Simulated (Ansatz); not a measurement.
# Ta (Im-3m) in Ansatz: further runs

The runs below take Ta through single point, equation of state, with LDA.

Everything below comes from runs of Ansatz 0.2.0. Logs are shortened: lines on timing, memory, paths and dates and some standing lists are left out, and cuts for length are marked.

**Experimental background.**

From “Refinement of the equation of state of tantalum”, 2004, arxiv:cond-mat/0403080, for a bulk crystal of Ta: bulk modulus 194 GPa.

The runs below are set against these values where they give the same quantity.

### Step 1. Starting point

Symmetry: Im-3m, No. 229, cubic system. The conventional cell has a = 3.303 Å, b = 3.303 Å, c = 3.303 Å, α = 90.00°, β = 90.00°, γ = 90.00°. Around Ta (site symmetry m-3m) lie 8 Ta at 2.86 Å.

### Step 2. Single point, LDA, 16.93 Å³/atom (volume scaled by 0.94)

input.yaml reads:

```yaml
crystal:
  lattice:
    - [-1.6175709496, 1.6175709496, 1.6175709496]
    - [1.6175709496, -1.6175709496, 1.6175709496]
    - [1.6175709496, 1.6175709496, -1.6175709496]
  atoms:
    - { symbol: Ta, position: [0.0, 0.0, 0.0] }
kpoints:
  mp_grid: { grid: [11, 11, 11] }
scf:
  occupations: { method: fermi_dirac, width: 0.05 }
hamiltonian:
  xc: lda
  pseudopotentials: { kind: all_electron, lapw: { basis_error: 0.001 } }
output:
  forces: true
  stress: true
  eigenvalues: true
```

Potentials or basis: all-electron LAPW, scalar-relativistic.

Launch:

```bash
ansatz run input.yaml --threads 1 --pin off --max-ram 3072MiB --backend cpu --events-out ev --progress --plain --runs-dir out
```

The program printed:

```text
Warning: RAYON_NUM_THREADS=1 ignored (pool sized by the plan → 1); use --threads N
LAPW: plane waves up to 8.519 Å⁻¹, error target 1.0e-3 eV per atom; small_component_spin mean_spin; Ta in spheres of 1.401 Å, 43 of its electrons in bands, Dirac shells [] (how accurate: hamiltonian.pseudopotentials.lapw.basis_error, Limitations)
Engine: ansatz 0.2.0, x86_64-unknown-linux-gnu
Pseudopotentials: kind: all_electron
Pseudopotential: Ta, LAPW, valence charge 43, lapw/all_electron/scalar/gaussian/Ta, Koelling and Harmon's equation, gaussian nucleus
Functional definition: SPW92
  exchange = slater_x
  correlation = pw_c
Crystal: 1 atoms, lattice volume = 16.930 Å³
Basis set: ecut = 276.5295578592111 eV, 177 PW (Γ), exchange–correlation at level 2
Bands: 26, of which v1, the nominal top of the filled ones, is band 22 counted from 1 (21 counted from 0)
Symmetry: 48 space group operations
Space group: Im-3m (ITA 229), of the structure as read, at distance tolerance 2.6e-5 Å
k-points: 56 of 1331
Non-local potential: Ta, projectors of the file, none
Initial density: superposition of atomic densities (chi_scale 0.1, normalization cell)
Initial wavefunctions: plane waves of lowest kinetic energy (no species holds an atomic orbital)
Functional: x = slater, c = lda
iter 1 solved again at ethr=1.41e-4 eV; its pass at ethr=1.00e-1 eV (dr2=6.07e-2 eV) is discarded
SCF iter   1: F=—  HF=-424319.793252 eV  |F-HF|=—  |Δ(HF+E_count)|=         —  Δρ=2.43e-2  dr2=6.11e-2  ethr=1.41e-4  ⟨swp⟩=2.9  Hψ=9095  notcnv=0
preconditioner: auto → none  [insulator: Δε(μ)=0.212 eV  Ē_g=24.806 eV  σ=0.050 eV  W_gap=0.79  n_scr=12 (ndim 8)  ℏωp=45.1 eV  f_vac=0.000  D(μ)=0.50/eV (n_scr^D=0)  ε∞_Penn≈4.3]
iter 2 solved again at ethr=1.20e-5 eV; its pass at ethr=1.41e-4 eV (dr2=5.14e-3 eV) is discarded
SCF iter   2: F=—  HF=-424319.670506 eV  |F-HF|=—  |Δ(HF+E_count)|=   1.23e-1  Δρ=7.68e-3  dr2=5.14e-3  ethr=1.20e-5  ⟨swp⟩=2.0  Hψ=7594  notcnv=0
SCF iter   3: F=—  HF=-424319.655374 eV  |F-HF|=—  |Δ(HF+E_count)|=   1.51e-2  Δρ=4.20e-3  dr2=1.53e-3  ethr=1.20e-5  ⟨swp⟩=2.0  Hψ=4345  notcnv=0
SCF iter   4: F=—  HF=-424319.652854 eV  |F-HF|=—  |Δ(HF+E_count)|=         —  Δρ=1.18e-3  dr2=1.01e-4  ethr=3.56e-6  ⟨swp⟩=2.0  Hψ=4345  notcnv=0
the basis was enlarged: its passes take 143.7 KiB over the memory plan, 1 of 1 planned eigensolver slots
SCF iter   5: F=—  HF=-424319.652828 eV  |F-HF|=—  |Δ(HF+E_count)|=   2.54e-5  Δρ=6.79e-5  dr2=3.47e-7  ethr=2.34e-7  ⟨swp⟩=2.0  Hψ=4345  notcnv=0
SCF iter   6: F=-424319.652829 eV  HF=-424319.652829 eV  |F-HF|=1.05e-9  |Δ(HF+E_count)|=   1.16e-7  Δρ=3.25e-6  dr2=6.94e-10  ethr=8.06e-10  ⟨swp⟩=2.0  Hψ=4345  notcnv=0
SCF 1 converged in 6 iterations: F = -424319.652829 eV  dr2 = 6.94e-10
SCF converged after 6 iterations
Free energy (F): -424319.652829 eV
Harris-Foulkes:  -424319.652829 eV  (|F-HF|=1.05e-9)
Internal energy: -424319.645697 eV  (E = F + TS)
E sigma→0 (E₀):  -424319.649263 eV
Entropy (-TS):   -0.007131 eV (-7.131 meV/atom)
Fermi energy:    26.187670 eV
--- Per-component energies (eV) ---
  E_band       = -3993.723120
  E_kinetic    = 473532.788568
  E_xc         = -8372.970820
  E_electrostatic = -889479.463445  (all electrons and nuclei)
  E_smearing   = -0.007131  (= −TS)
  E_closure    = 0.000000  (closes the sum)
  E_atoms      = -424308.848938  (free atoms, spherical and without spin; not in F)
  Σ components = -424319.652829   (vs F -424319.652829, Δ=0.00e0)
  Basis errors (estimates in eV, not in F): energy 2.7e-4 per atom: plane waves 2.3e-4 (1.2e-4 summed), levels above the bands 3.2e-93, relativity 1.1e-8, radial functions 4.5e-5, core shells 2.6e-8; eigenvalues (radial functions only) 2.2e-6; not estimated: angular momenta, meshes, grids; target (lapw.basis_error) 1.0e-3; muffin-tin radii Ta 1.401 Å
--- Forces (eV/Å), atoms counted from 1 ---
  atom   1  Ta     0.00000000     0.00000000     0.00000000
  max |Σ_I F_I| component: 1.73e-31 eV/Å
--- Stress (GPa, compression-positive) ---
        3.646700       0.000000      -0.000000
        0.000000       3.646700      -0.000000
       -0.000000      -0.000000       3.646700
  P = ⅓ Tr σ = 3.6467 GPa (36.467 kbar)
--- Band table (eV; the first three rows and the last of 56) ---
  k-point 0: bands = ["-367.0963", "-367.0963", "-367.0963", "-189.1859", "-189.1859", "-189.1683", "-189.1683", "-189.1683", "-40.7652", "-6.6039", "-6.6039", "-6.6039", "7.4796", "7.4796", "7.4796", "7.5453", "7.5453", "7.5453", "7.6037", "18.1029", "26.8578", "26.8578", "26.8578", "30.3379", "30.3379", "41.1364"]
  k-point 1: bands = ["-367.0963", "-367.0963", "-367.0963", "-189.1859", "-189.1859", "-189.1683", "-189.1683", "-189.1683", "-40.7532", "-6.7292", "-6.6419", "-6.6048", "7.4816", "7.4840", "7.4844", "7.5409", "7.5437", "7.5439", "7.5978", "18.4972", "26.6063", "26.7768", "27.2504", "29.9577", "30.3403", "41.4832"]
  k-point 2: bands = ["-367.0963", "-367.0963", "-367.0963", "-189.1859", "-189.1859", "-189.1683", "-189.1683", "-189.1683", "-40.7209", "-7.0549", "-6.7429", "-6.6072", "7.4861", "7.4958", "7.4971", "7.5300", "7.5373", "7.5411", "7.5849", "19.5501", "25.9995", "26.3932", "28.3933", "29.5873", "30.4005", "42.0222"]
  k-point 55: bands = ["-367.0963", "-367.0963", "-367.0963", "-189.1859", "-189.1859", "-189.1683", "-189.1683", "-189.1683", "-40.5051", "-7.6041", "-7.5816", "-7.5816", "7.4713", "7.5025", "7.5044", "7.5044", "7.5628", "7.5639", "7.5639", "22.1115", "22.1692", "32.4124", "32.4124", "33.2675", "34.8173", "36.7238"]
```

Wall time 4.9 s (1 thread of Intel Xeon Platinum 8488C (Sapphire Rapids), shared host); peak memory 0.32 GiB.

Results:

```
Free energy            : -424319.6528 eV
Pressure               : 3.6 GPa
Band gap on the k mesh : none (metal or under the smearing width)
```

### Step 3. Single point, LDA, 17.29 Å³/atom (volume scaled by 0.96)

input.yaml, as its differences from that of step 2:

```diff
@@ -2,5 +2,5 @@
   lattice:
-    - [-1.6175709496, 1.6175709496, 1.6175709496]
-    - [1.6175709496, -1.6175709496, 1.6175709496]
-    - [1.6175709496, 1.6175709496, -1.6175709496]
+    - [-1.6289626696, 1.6289626696, 1.6289626696]
+    - [1.6289626696, -1.6289626696, 1.6289626696]
+    - [1.6289626696, 1.6289626696, -1.6289626696]
   atoms:
```

Potentials or basis: all-electron LAPW, scalar-relativistic.

Launch:

```bash
ansatz run input.yaml --threads 1 --pin off --max-ram 3072MiB --backend cpu --events-out ev --progress --plain --runs-dir out
```

It took 4.9 s on 1 thread of Intel Xeon Platinum 8488C (Sapphire Rapids), shared host; peak memory 0.33 GiB.

The run converged. Its results:

* Free energy: -424319.6555 eV
* Pressure: -1.2 GPa
* Band gap on the k mesh: none (metal or under the smearing width)

### Step 4. Single point, LDA, 17.65 Å³/atom (volume scaled by 0.98)

input.yaml, as its differences from that of step 3:

```diff
@@ -2,5 +2,5 @@
   lattice:
-    - [-1.6289626696, 1.6289626696, 1.6289626696]
-    - [1.6289626696, -1.6289626696, 1.6289626696]
-    - [1.6289626696, 1.6289626696, -1.6289626696]
+    - [-1.64019725, 1.64019725, 1.64019725]
+    - [1.64019725, -1.64019725, 1.64019725]
+    - [1.64019725, 1.64019725, -1.64019725]
   atoms:
```

Launch:

```bash
ansatz run input.yaml --threads 1 --pin off --max-ram 3072MiB --backend cpu --events-out ev --progress --plain --runs-dir out
```

Run time: 4.8 s. Hardware: 1 thread of Intel Xeon Platinum 8488C (Sapphire Rapids), shared host; peak memory 0.33 GiB.

It converged, with:

```
Free energy            : -424319.6478 eV
Pressure               : -5.6 GPa
Band gap on the k mesh : none (metal or under the smearing width)
```

### Step 5. Single point, LDA, 18.01 Å³/atom

input.yaml, as its differences from that of step 4:

```diff
@@ -2,5 +2,5 @@
   lattice:
-    - [-1.64019725, 1.64019725, 1.64019725]
-    - [1.64019725, -1.64019725, 1.64019725]
-    - [1.64019725, 1.64019725, -1.64019725]
+    - [-1.65128, 1.65128, 1.65128]
+    - [1.65128, -1.65128, 1.65128]
+    - [1.65128, 1.65128, -1.65128]
   atoms:
```

Launch:

```bash
ansatz run input.yaml --threads 1 --pin off --max-ram 3072MiB --backend cpu --events-out ev --progress --plain --runs-dir out
```

Run time: 6.8 s. Hardware: 1 thread of Intel Xeon Platinum 8488C (Sapphire Rapids), shared host; peak memory 0.32 GiB.

The run converged. Its results:

```yaml
Free_energy: -424319.6307 eV
Pressure: -9.5 GPa
Band_gap_on_the_k_mesh: none (metal or under the smearing width)
```

### Step 6. Single point, LDA, 18.37 Å³/atom (volume scaled by 1.02)

input.yaml, as its differences from that of step 5:

```diff
@@ -2,5 +2,5 @@
   lattice:
-    - [-1.65128, 1.65128, 1.65128]
-    - [1.65128, -1.65128, 1.65128]
-    - [1.65128, 1.65128, -1.65128]
+    - [-1.6622159478, 1.6622159478, 1.6622159478]
+    - [1.6622159478, -1.6622159478, 1.6622159478]
+    - [1.6622159478, 1.6622159478, -1.6622159478]
   atoms:
```

Potentials or basis: all-electron LAPW, scalar-relativistic.

Launch:

```bash
ansatz run input.yaml --threads 1 --pin off --max-ram 3072MiB --backend cpu --events-out ev --progress --plain --runs-dir out
```

It took 5.2 s on 1 thread of Intel Xeon Platinum 8488C (Sapphire Rapids), shared host; peak memory 0.3 GiB.

Results (log left out):

```yaml
Free_energy: -424319.6055 eV
Pressure: -13.0 GPa
Band_gap_on_the_k_mesh: none (metal or under the smearing width)
```

### Step 7. Single point, LDA, 18.73 Å³/atom (volume scaled by 1.04)

input.yaml, as its differences from that of step 6:

```diff
@@ -2,5 +2,5 @@
   lattice:
-    - [-1.6622159478, 1.6622159478, 1.6622159478]
-    - [1.6622159478, -1.6622159478, 1.6622159478]
-    - [1.6622159478, 1.6622159478, -1.6622159478]
+    - [-1.6730098603, 1.6730098603, 1.6730098603]
+    - [1.6730098603, -1.6730098603, 1.6730098603]
+    - [1.6730098603, 1.6730098603, -1.6730098603]
   atoms:
```

Launch:

```bash
ansatz run input.yaml --threads 1 --pin off --max-ram 3072MiB --backend cpu --events-out ev --progress --plain --runs-dir out
```

It took 5.4 s on 1 thread of Intel Xeon Platinum 8488C (Sapphire Rapids), shared host; peak memory 0.31 GiB.

Results (log left out):

- Free energy: -424319.5727 eV
- Pressure: -16.1 GPa
- Band gap on the k mesh: none (metal or under the smearing width)

### Step 8. Single point, LDA, 19.09 Å³/atom (volume scaled by 1.06)

input.yaml, as its differences from that of step 7:

```diff
@@ -2,5 +2,5 @@
   lattice:
-    - [-1.6730098603, 1.6730098603, 1.6730098603]
-    - [1.6730098603, -1.6730098603, 1.6730098603]
-    - [1.6730098603, 1.6730098603, -1.6730098603]
+    - [-1.6836662614, 1.6836662614, 1.6836662614]
+    - [1.6836662614, -1.6836662614, 1.6836662614]
+    - [1.6836662614, 1.6836662614, -1.6836662614]
   atoms:
```

Launch:

```bash
ansatz run input.yaml --threads 1 --pin off --max-ram 3072MiB --backend cpu --events-out ev --progress --plain --runs-dir out
```

It took 4.9 s on 1 thread of Intel Xeon Platinum 8488C (Sapphire Rapids), shared host; peak memory 0.31 GiB.

The run converged. Its results:

| Item | Value |
| --- | --- |
| Free energy | -424319.5334 eV |
| Pressure | -18.9 GPa |
| Band gap on the k mesh | none (metal or under the smearing width) |

### Step 9. Equation of state, LDA

Potentials or basis: all-electron LAPW, scalar-relativistic.

This step only gathers the single runs of the series.

Results:

| Item | Value |
| --- | --- |
| Equilibrium volume | 17.20 Å³/atom |
| Bulk modulus | 226 GPa |
| Pressure derivative of the bulk modulus | 4.3 |

Energy against volume, from the lowest point:
| volume (Å³/atom) | energy (meV/atom) |
| --- | --- |
| 16.930 | 2.64 |
| 17.290 | 0.00 |
| 17.650 | 7.72 |
| 18.010 | 24.73 |
| 18.371 | 50.00 |
| 18.731 | 82.73 |
| 19.091 | 122.09 |

### Step 10. Comparison with measurements

Step 9. Measured bulk modulus of Ta: 194 GPa (quoted in “Refinement of the equation of state of tantalum”, 2004, arxiv:cond-mat/0403080). This calculation gives 226 GPa (+16.7 %). The fit is for a static lattice scaled at fixed shape and fixed fractional positions.
